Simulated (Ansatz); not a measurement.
Level of theory: Ansatz 0.2.0, DFT PBE, scalar-relativistic, plane waves, PAW. All cells share a 420 eV cutoff and Γ-centred k meshes spaced at most about 0.3 Å⁻¹ (about 0.25 or finer for metals, 2π included). No spin polarisation.

These are static total energies at zero pressure.

**Question.** Order these relaxed structures of MgSn₆N by energy, lowest first, with the energy over the lowest of them.
A.

```
CELL_PARAMETERS angstrom
3.14352 0.00000 0.00000
0.00000 3.14352 0.00000
0.00000 0.00000 19.45042
ATOMIC_POSITIONS crystal
Mg 0.00000 0.00000 0.00000
Sn 0.50000 0.50000 0.58280
Sn 0.50000 0.50000 0.41720
Sn 0.50000 0.50000 0.12090
Sn 0.50000 0.50000 0.87910
Sn 0.00000 0.00000 0.72396
Sn 0.00000 0.00000 0.27604
N 0.50000 0.50000 0.00000
```

B.

```
CELL_PARAMETERS angstrom
7.05109 0.00000 0.00000
-3.52555 6.10642 0.00000
0.00000 0.00000 4.80901
ATOMIC_POSITIONS crystal
Mg 0.33333 0.66667 0.50000
Sn 0.96166 0.66997 0.76667
Sn 0.33003 0.29169 0.76667
Sn 0.96166 0.29169 0.23333
Sn 0.70831 0.66997 0.23333
Sn 0.33003 0.03834 0.23333
Sn 0.70831 0.03834 0.76667
N 0.00000 0.00000 0.00000
```

C.

```
CELL_PARAMETERS angstrom
3.41068 1.96916 4.98491
-3.41068 1.96916 4.98491
0.00000 -3.93832 4.98491
ATOMIC_POSITIONS crystal
Mg 0.00000 0.00000 0.00000
Sn 0.06982 0.70864 0.50416
Sn 0.93018 0.29136 0.49584
Sn 0.70864 0.50416 0.06982
Sn 0.29136 0.49584 0.93018
Sn 0.50416 0.06982 0.70864
Sn 0.49584 0.93018 0.29136
N 0.50000 0.50000 0.50000
```

**Answer.** A (0 meV/atom), C (274 meV/atom), B (324 meV/atom). Forms: A P4/mmm; C R-3; B P312. Counting Mg or Sn atoms around N (for each partner element, those within 1.25 times its shortest distance or 1.15 times the sum of covalent radii, where it is the nearest in units of that sum or under 1.3): A has N 6; C has N 6; B has N 6. All come from invented guesses.

Cells relaxed within their symmetry can be saddle points. Some candidate types were left out of the draw beforehand, so a known form may be missing.
